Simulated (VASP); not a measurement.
# C62N (a cell with a defect) in VASP: relaxation of the atoms with PBE

Aim: the relaxation of the atoms of C62N (a cell with a defect) with PBE.

Program: VASP 6.6.1. These are calculated values, not measurements. Logs are shortened: lines on timing, memory, paths and dates and some standing lists are left out, and cuts for length are marked.

### 1 Starting point

The cell holds a defect, 63 atoms: a = 7.144 Å, b = 7.144 Å, c = 7.144 Å, α = 90.00°, β = 90.00°, γ = 90.00°.

The cell was built by a generator and needn't be a form met in nature.

### 2 Relaxation of the atoms, PBE, collinear spin, ferromagnetic start

The input, INCAR:

```
ALGO = Normal
EDIFF = 1E-5
EDIFFG = -0.01
ENCUT = 420
GGA = PE
IBRION = 2
ISIF = 2
ISMEAR = 0
ISPIN = 2
ISYM = 0
LASPH = T
LCHARG = F
LORBIT = 11
LREAL = Auto
LWAVE = F
MAGMOM = 0 0 0 0 0 0 0 0 0 0 0 0 0 0 0 0 0 0 0 0 0 0 0 0 0 0 0.66 0 0 0 0 0 0 0 0 0 0 0 0 0 0 0 0 0 0.66 0 0 0 0 0 0 0 0 0 0.66 0 0 0 0 0 0 0 0
NCORE = 4
NELECT = 254
NELM = 100
NSW = 40
NUPDOWN = 2
PREC = Accurate
SIGMA = 0.01
```

The input, KPOINTS:

```
k-points
0
Gamma
  1 1 1
```

The input, POSCAR:

```
C62N
1.0
    7.1440000000      0.0000000000      0.0000000000
    0.0000000000      7.1440000000      0.0000000000
    0.0000000000      0.0000000000      7.1440000000
N C
1 62
Direct
    0.1250000000      0.1250000000      0.1250000000
    0.0000000000      0.2500000000      0.2500000000
    0.1250000000      0.3750000000      0.3750000000
    0.2500000000      0.0000000000      0.2500000000
    0.3750000000      0.1250000000      0.3750000000
    0.2500000000      0.2500000000      0.0000000000
    0.3750000000      0.3750000000      0.1250000000
    0.0000000000      0.0000000000      0.5000000000
    0.1250000000      0.1250000000      0.6250000000
    0.0000000000      0.2500000000      0.7500000000
    0.1250000000      0.3750000000      0.8750000000
    0.2500000000      0.0000000000      0.7500000000
    0.3750000000      0.1250000000      0.8750000000
    0.2500000000      0.2500000000      0.5000000000
    0.3750000000      0.3750000000      0.6250000000
    0.0000000000      0.5000000000      0.0000000000
    0.1250000000      0.6250000000      0.1250000000
    0.0000000000      0.7500000000      0.2500000000
    0.1250000000      0.8750000000      0.3750000000
    0.2500000000      0.5000000000      0.2500000000
    0.3750000000      0.6250000000      0.3750000000
    0.2500000000      0.7500000000      0.0000000000
    0.3750000000      0.8750000000      0.1250000000
    0.0000000000      0.5000000000      0.5000000000
    0.1250000000      0.6250000000      0.6250000000
    0.0000000000      0.7500000000      0.7500000000
    0.1250000000      0.8750000000      0.8750000000
    0.2500000000      0.5000000000      0.7500000000
    0.3750000000      0.6250000000      0.8750000000
    0.2500000000      0.7500000000      0.5000000000
    0.3750000000      0.8750000000      0.6250000000
    0.5000000000      0.0000000000      0.0000000000
    0.6250000000      0.1250000000      0.1250000000
    0.5000000000      0.2500000000      0.2500000000
    0.6250000000      0.3750000000      0.3750000000
    0.7500000000      0.0000000000      0.2500000000
    0.8750000000      0.1250000000      0.3750000000
    0.7500000000      0.2500000000      0.0000000000
    0.8750000000      0.3750000000      0.1250000000
    0.5000000000      0.0000000000      0.5000000000
    0.6250000000      0.1250000000      0.6250000000
    0.5000000000      0.2500000000      0.7500000000
    0.6250000000      0.3750000000      0.8750000000
    0.7500000000      0.0000000000      0.7500000000
    0.8750000000      0.1250000000      0.8750000000
    0.7500000000      0.2500000000      0.5000000000
    0.8750000000      0.3750000000      0.6250000000
    0.5000000000      0.5000000000      0.0000000000
    0.6250000000      0.6250000000      0.1250000000
    0.5000000000      0.7500000000      0.2500000000
    0.6250000000      0.8750000000      0.3750000000
    0.7500000000      0.5000000000      0.2500000000
    0.8750000000      0.6250000000      0.3750000000
    0.7500000000      0.7500000000      0.0000000000
    0.8750000000      0.8750000000      0.1250000000
    0.5000000000      0.5000000000      0.5000000000
    0.6250000000      0.6250000000      0.6250000000
    0.5000000000      0.7500000000      0.7500000000
    0.6250000000      0.8750000000      0.8750000000
    0.7500000000      0.5000000000      0.7500000000
    0.8750000000      0.6250000000      0.8750000000
    0.7500000000      0.7500000000      0.5000000000
    0.8750000000      0.8750000000      0.6250000000
```

Potentials or basis: VASP PAW PBE potentials, release 64 (N, C).

The run is started by

```console
cat potpaw_PBE.64/N/POTCAR potpaw_PBE.64/C/POTCAR > POTCAR
mpirun -np 8 vasp_gam > vasp.out
```

OUTCAR:

```text
EDIFF = 1E-5
   EDIFFG = -0.01
   ENCUT = 420
   GGA = PE
   IBRION = 2
   ISIF = 2
   ISMEAR = 0
   ISPIN = 2
   ISYM = 0
   LASPH = T
   LORBIT = 11
   LREAL = Auto
   NELECT = 254
   NELM = 100
   NSW = 40
   NUPDOWN = 2
   PREC = Accurate

 ion  position               nearest neighbor table
   1  0.125  0.125  0.125-   2 1.55   4 1.55   6 1.55
   2  0.000  0.250  0.250-   1 1.55   3 1.55  37 1.55  39 1.55
   3  0.125  0.375  0.375-   2 1.55  14 1.55  20 1.55  24 1.55
   4  0.250  0.000  0.250-   1 1.55   5 1.55  19 1.55  23 1.55
   5  0.375  0.125  0.375-   4 1.55  14 1.55  34 1.55  40 1.55
   6  0.250  0.250  0.000-   1 1.55   7 1.55  11 1.55  13 1.55
   7  0.375  0.375  0.125-   6 1.55  20 1.55  34 1.55  48 1.55
[... 42 lines left out ...]
  50  0.500  0.750  0.250-  21 1.55  23 1.55  49 1.55  51 1.55
  51  0.625  0.875  0.375-  36 1.55  40 1.55  50 1.55  62 1.55
  52  0.750  0.500  0.250-  35 1.55  39 1.55  49 1.55  53 1.55
  53  0.875  0.625  0.375-  18 1.55  24 1.55  52 1.55  62 1.55
  54  0.750  0.750  0.000-  49 1.55  55 1.55  59 1.55  61 1.55
  55  0.875  0.875  0.125-  18 1.55  36 1.55  54 1.55
  56  0.500  0.500  0.500-  15 1.55  21 1.55  35 1.55  57 1.55
  57  0.625  0.625  0.625-  56 1.55  58 1.55  60 1.55  62 1.55
  58  0.500  0.750  0.750-  29 1.55  31 1.55  57 1.55  59 1.55
  59  0.625  0.875  0.875-  32 1.55  44 1.55  54 1.55  58 1.55
  60  0.750  0.500  0.750-  43 1.55  47 1.55  57 1.55  61 1.55
  61  0.875  0.625  0.875-  16 1.55  26 1.55  54 1.55  60 1.55
  62  0.750  0.750  0.500-  51 1.55  53 1.55  57 1.55  63 1.55
  63  0.875  0.875  0.625-   8 1.55  26 1.55  44 1.55  62 1.55

IMPORTANT INFORMATION: All symmetrisations will be switched off!
NOSYMM: (Re-)initialisation of all symmetry stuff for point group C_1.

----------------------------------------------------------------------------------------

                                     Primitive cell

  volume of cell :     364.6064

  direct lattice vectors                    reciprocal lattice vectors
     7.144000000  0.000000000  0.000000000     0.139977604  0.000000000  0.000000000
     0.000000000  7.144000000  0.000000000     0.000000000  0.139977604  0.000000000
     0.000000000  0.000000000  7.144000000     0.000000000  0.000000000  0.139977604

  length of vectors
     7.144000000  7.144000000  7.144000000     0.139977604  0.139977604  0.139977604

  position of ions in fractional coordinates (direct lattice)
     0.125000000  0.125000000  0.125000000
     0.000000000  0.250000000  0.250000000
     0.125000000  0.375000000  0.375000000
     0.250000000  0.000000000  0.250000000
     0.375000000  0.125000000  0.375000000
     0.250000000  0.250000000  0.000000000
[... 55 lines left out ...]
     0.750000000  0.750000000  0.500000000
     0.875000000  0.875000000  0.625000000

  ion indices of the primitive-cell ions
   primitive index   ion index
                 1           1
                 2           2
                 3           3
                 4           4
                 5           5
                 6           6
[... 55 lines left out ...]
                62          62
                63          63

----------------------------------------------------------------------------------------

 KPOINTS: k-points

Automatic generation of k-mesh.
 Grid dimensions read from file:
 generate k-points for:    1    1    1

 Generating k-lattice:

  Cartesian coordinates                     Fractional coordinates (reciprocal lattice)
     0.139977604  0.000000000  0.000000000     1.000000000  0.000000000  0.000000000
     0.000000000  0.139977604  0.000000000     0.000000000  1.000000000  0.000000000
     0.000000000  0.000000000  0.139977604     0.000000000  0.000000000  1.000000000

  Length of vectors
     0.139977604  0.139977604  0.139977604

  Shift w.r.t. Gamma in fractional coordinates (k-lattice)
     0.000000000  0.000000000  0.000000000
[... 38 lines left out ...]
   NELECT =     254.0000    total number of electrons
   NUPDOWN=       2.0000    fix difference up-down
   EMIN   =  10.00;   EMAX   =-10.00  energy-range for DOS
   EFERMI =   0.00;   METHOD = LEGACY
   ISMEAR =     0;   SIGMA  =   0.01  broadening in eV -4-tet -1-fermi 0-gaus
   EFERMI_NEDOS =   21; number of points for ismear=-14 and -15
   IALGO  =     38    algorithm
   IMIX   =      4    mixing-type and parameters
     AMIX     =   0.40;   BMIX     =  1.00
     AMIX_MAG =   1.60;   BMIX_MAG =  1.00
  volume/ion in A,a.u.               =       5.79        39.06
  Fermi-wavevector in a.u.,A,eV,Ry     =   1.451258  2.742480 28.655907  2.106150
  Thomas-Fermi vector in A             =   2.568776
   LORBIT       =     11    0 simple, 1 ext, 2 COOP (PROOUT), +10 PAW based schemes
   GGA     = PE    functional components
   LHFCALC =     F    Hartree Fock is set to
   AEXX    =    0.0000 exact exchange contribution
   IVDW    =     0    specifies the selected vdW correction
   LEPSILON=     F    determine dielectric tensor
   LRPA    =     F    only Hartree local field effects (RPA)
 conjugate gradient relaxation of ions
 spin polarized calculation
 Gauss-broadening in eV      SIGMA  =   0.01
  energy-cutoff  :      420.00
  volume of cell :      364.61
 maximum number of plane-waves:      3562
 NGX is ok and might be reduce to    48
   NGX = 23   NGY = 23   NGZ = 23

--------------------------------------- Ionic step        1  -------------------------------------------

 number of electron     254.0000200 magnetization       2.0000007

 Free energy of the ion-electron system (eV)
  ---------------------------------------------------
  ext. energy  EPLUGINS =         0.00000000
  ---------------------------------------------------
  free energy    TOTEN  =      -549.25470171 eV

  energy without entropy =     -549.25470171  energy(sigma->0) =     -549.25470171

------------------------ aborting loop because EDIFF is reached ----------------------------------------

  FORCE on cell =-STRESS in cart. coord.  units (eV):
  Direction    XX          YY          ZZ          XY          YZ          ZX
  --------------------------------------------------------------------------------------
  -------------------------------------------------------------------------------------
  Total       11.1240247     11.1240210     11.1240240      2.8255169      2.8255420      2.8255191
  in kB       48.8819126     48.8818963     48.8819092     12.4160700     12.4161805     12.4160797
  external PRESSURE =      48.8819060 kB  Pullay stress =       0.0000000 kB
[... 272 lines left out ...]
  FREE ENERGIE OF THE ION-ELECTRON SYSTEM (eV)
  ---------------------------------------------------
  free  energy   TOTEN  =      -550.0347173217 eV

  energy  without entropy=     -550.0347173217  energy(sigma->0) =     -550.03471732

[... ionic steps 4 to 11 ...]

--------------------------------------- Ionic step       12  -------------------------------------------

 number of electron     254.0000140 magnetization       2.0000003

------------------------ aborting loop because EDIFF is reached ----------------------------------------
[... 189 lines left out ...]
--------------------------------------- Ionic step       14  -------------------------------------------

 number of electron     254.0000140 magnetization       2.0000003

 Free energy of the ion-electron system (eV)
  ---------------------------------------------------
  ext. energy  EPLUGINS =         0.00000000
  ---------------------------------------------------
  free energy    TOTEN  =      -550.24281409 eV

  energy without entropy =     -550.24281409  energy(sigma->0) =     -550.24281409

 E-fermi :  10.6799     XC(G=0): -13.1403

 val. band max:       11.2330106379   @ k =   0.0000   0.0000   0.0000
 cond. band min:      12.4006486025   @ k =   0.0000   0.0000   0.0000
 fundamental gap:      1.1676379646
 Fermi energy:        11.3171361433

 spin component 1

 k-point     1 :       0.0000    0.0000    0.0000
  band No.  band energies     occupation
      1     -12.1359      1.00000
      2     -10.5770      1.00000
      3      -9.8376      1.00000
      4      -9.8376      1.00000
      5      -9.7318      1.00000
      6      -9.7318      1.00000
[... 131 lines left out ...]
    138      14.3603      0.00000
    139      14.3603      0.00000
 Fermi energy:        10.6798676042

 spin component 2

 k-point     1 :       0.0000    0.0000    0.0000
  band No.  band energies     occupation
      1     -12.1125      1.00000
      2     -10.5627      1.00000
      3      -9.8179      1.00000
      4      -9.8179      1.00000
      5      -9.6904      1.00000
      6      -9.6904      1.00000
[... 131 lines left out ...]
    138      14.3954      0.00000
    139      14.3954      0.00000
 [bands above 139 left out]

------------------------ aborting loop because EDIFF is reached ----------------------------------------

  FORCE on cell =-STRESS in cart. coord.  units (eV):
  Direction    XX          YY          ZZ          XY          YZ          ZX
  --------------------------------------------------------------------------------------
  -------------------------------------------------------------------------------------
  Total       14.9995396     14.9995236     14.9995221      3.3735581      3.3735567      3.3735415
  in kB       65.9119519     65.9118818     65.9118751     14.8243082     14.8243022     14.8242355
  external PRESSURE =      65.9119029 kB  Pullay stress =       0.0000000 kB
[... 78 lines left out ...]
  FREE ENERGIE OF THE ION-ELECTRON SYSTEM (eV)
  ---------------------------------------------------
  free  energy   TOTEN  =      -550.2428140925 eV

  energy  without entropy=     -550.2428140925  energy(sigma->0) =     -550.24281409

 reached required accuracy - stopping structural energy minimisation

 total charge

# of ion       s       p       d       tot
------------------------------------------
    1        1.211   2.686   0.000   3.897
    2        0.821   1.726   0.000   2.548
    3        0.831   1.772   0.000   2.603
    4        0.821   1.726   0.000   2.548
    5        0.831   1.772   0.000   2.603
    6        0.821   1.726   0.000   2.548
[... 55 lines left out ...]
   62        0.826   1.759   0.000   2.585
   63        0.826   1.758   0.000   2.584
--------------------------------------------------
tot         52.514 111.728   0.000 164.242

 magnetization (x)

# of ion       s       p       d       tot
------------------------------------------
    1       -0.001   0.007   0.000   0.005
    2       -0.000   0.000   0.000  -0.000
    3        0.000   0.004   0.000   0.004
    4       -0.000   0.000   0.000  -0.000
    5        0.000   0.004   0.000   0.004
    6       -0.000   0.000   0.000  -0.000
[... 55 lines left out ...]
   62       -0.001  -0.002   0.000  -0.002
   63        0.001   0.010   0.000   0.011
--------------------------------------------------
tot          0.132   1.156   0.000   1.287
```

Run time: 2.3 min. Hardware: 8 MPI ranks of Intel Xeon Platinum 8488C (Sapphire Rapids), shared host; peak memory 0.16 GiB.

Results:

```
Free energy                                           : -550.2428 eV
Energy gained by relaxing                             : 15.7 meV/atom
Ionic steps                                           : 14
Largest force after relaxing                          : 0.009 eV/Å
Net moment                                            : 2.00 μB per cell
Site moments                                          : N +0.01; C -0.00, +0.00, +0.01, -0.01, +0.02, +0.33, +0.03 μB
Valence electrons inside the program's atomic spheres : N 3.90; C 2.55, 2.60, 2.59, 2.58, 2.61
```

Forces on the atoms (eV/Å):
```
N    0.003  0.003  0.003
C    0.002  0.000  0.000
C    0.004  0.001  0.001
C    0.000  0.002  0.000
C    0.001  0.004  0.001
C    0.000  0.000  0.002
C    0.001  0.001  0.004
C    0.001  0.001  0.000
C   -0.001 -0.001  0.001
C    0.001 -0.005  0.003
C    0.001 -0.001  0.002
C   -0.005  0.001  0.003
C   -0.001  0.001  0.002
C   -0.004 -0.004  0.001
C   -0.003 -0.003  0.004
C    0.001  0.000  0.001
C   -0.001  0.001 -0.001
C    0.001  0.003 -0.005
C    0.001  0.002 -0.001
C   -0.004  0.001 -0.004
C   -0.003  0.004 -0.003
C   -0.005  0.003  0.001
C   -0.001  0.002  0.001
C   -0.001 -0.002 -0.002
C    0.008  0.002  0.002
C   -0.001  0.000  0.000
C   -0.006  0.002  0.002
C   -0.006  0.000  0.005
C   -0.001  0.000 -0.004
C   -0.006  0.005  0.000
C   -0.001 -0.004  0.000
C    0.000  0.001  0.001
C    0.001 -0.001 -0.001
C    0.001 -0.004 -0.004
C    0.004 -0.003 -0.003
C    0.003  0.001 -0.005
C    0.002  0.001 -0.001
C    0.003 -0.005  0.001
C    0.002 -0.001  0.001
C   -0.002 -0.001 -0.002
C    0.002  0.008  0.002
C    0.000 -0.006  0.005
C    0.000 -0.001 -0.004
C    0.000 -0.001  0.000
C    0.002 -0.006  0.002
C    0.005 -0.006  0.000
C   -0.004 -0.001  0.000
C   -0.002 -0.002 -0.001
C    0.002  0.002  0.008
C    0.000  0.005 -0.006
C    0.000 -0.004 -0.001
C    0.005  0.000 -0.006
C   -0.004  0.000 -0.001
C    0.000  0.000 -0.002
C    0.002  0.002 -0.006
C    0.000  0.000  0.000
C    0.002  0.002  0.002
C    0.000  0.004  0.004
C   -0.002 -0.001 -0.001
C    0.004  0.000  0.004
C   -0.001 -0.003 -0.001
C    0.004  0.004  0.000
C   -0.001 -0.001 -0.002
```

The path:
```csv
step,energy change (eV),largest force (eV/Å),pressure (GPa)
1,0.0000,3.2031,4.89
2,-0.3826,2.9015,7.21
3,-0.7800,1.0745,5.88
4,-0.8508,1.0328,6.93
5,-0.9506,0.3295,6.42
6,-0.9664,0.3330,6.66
7,-0.9819,0.1385,6.55
8,-0.9857,0.1342,6.61
9,-0.9870,0.0679,6.59
10,-0.9876,0.0400,6.60
11,-0.9877,0.0369,6.60
12,-0.9880,0.0173,6.60
13,-0.9880,0.0173,6.60
14,-0.9881,0.0085,6.59
```

Final structure:
```
CELL_PARAMETERS angstrom
7.14400 0.00000 0.00000
0.00000 7.14400 0.00000
0.00000 0.00000 7.14400
ATOMIC_POSITIONS crystal
N 0.13761 0.13761 0.13761
C 0.00604 0.24980 0.24980
C 0.12528 0.37654 0.37654
C 0.24980 0.00604 0.24980
C 0.37654 0.12528 0.37654
C 0.24980 0.24980 0.00604
C 0.37654 0.37654 0.12528
C 0.99988 0.99988 0.49997
C 0.12428 0.12428 0.62614
C 0.99837 0.24747 0.75198
C 0.12357 0.37279 0.87736
C 0.24747 0.99837 0.75198
C 0.37279 0.12357 0.87736
C 0.25001 0.25001 0.50139
C 0.37466 0.37466 0.62584
C 0.99988 0.49997 0.99988
C 0.12428 0.62614 0.12428
C 0.99837 0.75198 0.24747
C 0.12357 0.87736 0.37279
C 0.25001 0.50139 0.25001
C 0.37466 0.62584 0.37466
C 0.24747 0.75198 0.99837
C 0.37279 0.87736 0.12357
C 0.99998 0.49990 0.49990
C 0.12395 0.62359 0.62359
C 0.00127 0.75035 0.75035
C 0.13283 0.86426 0.86426
C 0.24959 0.49892 0.75093
C 0.37550 0.62409 0.87541
C 0.24959 0.75093 0.49892
C 0.37550 0.87541 0.62409
C 0.49997 0.99988 0.99988
C 0.62614 0.12428 0.12428
C 0.50139 0.25001 0.25001
C 0.62584 0.37466 0.37466
C 0.75198 0.99837 0.24747
C 0.87736 0.12357 0.37279
C 0.75198 0.24747 0.99837
C 0.87736 0.37279 0.12357
C 0.49990 0.99998 0.49990
C 0.62359 0.12395 0.62359
C 0.49892 0.24959 0.75093
C 0.62409 0.37550 0.87541
C 0.75035 0.00127 0.75035
C 0.86426 0.13283 0.86426
C 0.75093 0.24959 0.49892
C 0.87541 0.37550 0.62409
C 0.49990 0.49990 0.99998
C 0.62359 0.62359 0.12395
C 0.49892 0.75093 0.24959
C 0.62409 0.87541 0.37550
C 0.75093 0.49892 0.24959
C 0.87541 0.62409 0.37550
C 0.75035 0.75035 0.00127
C 0.86426 0.86426 0.13283
C 0.50007 0.50007 0.50007
C 0.62505 0.62505 0.62505
C 0.50009 0.75011 0.75011
C 0.62540 0.87518 0.87518
C 0.75011 0.50009 0.75011
C 0.87518 0.62540 0.87518
C 0.75011 0.75011 0.50009
C 0.87518 0.87518 0.62540
```

Caveat: the cell carries a net charge on a neutralising background, which shifts energy and pressure; the cell is charged against a uniform background, so pressure and absolute levels hang on convention; the cutoff is under 1.25 times the usual one of these potentials, so pressure, stress and relaxed cells hold a basis-set (Pulay) error; the total moment is fixed, so each spin has its own Fermi level.
